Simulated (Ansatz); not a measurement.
Given:

RuO₂:
Space group P4₂/mnm (No. 136); a = b = 4.4257 Å, c = 3.0742 Å, α = β = γ = 90.00°

```csv
atom,site,symmetry,x,y,z
Ru,2a,m.mm,0.0000,0.0000,0.0000
O,4f,m.2m,0.3064,0.3064,0.0000
```

This is the LDA-relaxed structure.

### Question
All from the program Ansatz at the LDA level (PAW), unless another level is named. Predict the highest zone-centre frequency.

### Answer
736 cm^-1.

### Question
Predict the Young's modulus.

### Answer
264 GPa.

Space group P4_2/mnm (rutile). The LDA relaxation kept the symmetry of its start; of distortions, only those at the zone centre were tested. The run is not spin-polarised. As this level gives no gap, phonon frequencies hold no LO–TO term and depend on the k-mesh and smearing (Fermi–Dirac, 0.1 eV here). On the denser mesh and wider smearing of the elastic run this cell carries a stress of 0.3 GPa.

Potentials: the later of the program's two PAW sets.
